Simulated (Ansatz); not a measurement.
Energy ranking of InSe structures

Level of theory: DFT PBE, scalar-relativistic, plane waves, PAW in Ansatz. All cells share a 420 eV cutoff and Γ-centred k meshes spaced at most 0.3 Å⁻¹ (0.19 for metals, 2π included).

These are static lattice energies at zero pressure. The comparison covers the computed candidates alone. For metals, differences of a few meV/atom aren't resolved. Weakly bound directions are ill-defined at this level, which has no dispersion term (InSe R3m, InSe C2/m). No run is spin-polarised.

| # | started from | space group | atoms | V (Å³/atom) | ΔE (meV/atom) | gap on mesh (eV) |
| --- | --- | --- | --- | --- | --- | --- |
| 1 | database cell | R3m (No. 160) | 4 | 33.7 | 0 | 0.77 |
| 2 | database cell | C2/m (No. 12) | 4 | 32.0 | 35 | 1.07 |
| 3 | FeSi (B20) type, changed | Fm-3m (No. 225) | 2 | 25.9 | 88 | 0.00 |
| 4 | caesium chloride type | Pm-3m (No. 221) | 2 | 23.9 | 334 | 0.00 |
| 5 | CoSn type | P6/mmm (No. 191) | 6 | 28.2 | 386 | 0.00 |

The lowest structure: Space group R3m (No. 160), trigonal, a = 4.087 Å, c = 27.942 Å. Around In on Wyckoff site a (1 atom of the primitive cell) lie 3 Se at 2.68 Å and 1 In at 2.83 Å; In on Wyckoff site a (1 atom of the primitive cell) is coordinated by 3 Se at 2.68 Å and 1 In at 2.83 Å; around Se on Wyckoff site a (1 atom of the primitive cell) lie 3 In at 2.68 Å; Se on Wyckoff site a (1 atom of the primitive cell) is coordinated by 3 In at 2.68 Å. Its energy against the elements is -0.525 eV/atom. Formation energies are uncorrected and refer to the lowest elemental structures computed at the same level.

```xyz
4
Lattice="2.0437 1.1799 9.3141 -2.0437 1.1799 9.3141 0.0000 -2.3598 9.3141" Properties=species:S:1:pos:R:3 pbc="T T T"
In    0.0000    0.0000   24.9621
In    0.0000    0.0000   27.7878
Se    0.0000    0.0000   10.4327
Se    0.0000    0.0000    5.0608
```

The second: Space group C2/m (No. 12), monoclinic, a = 11.497 Å, b = 4.127 Å, c = 5.680 Å, β = 108.3°. In has 3 Se at 2.70–2.72 Å and 1 In at 2.83 Å; around Se lie 3 In at 2.70–2.72 Å.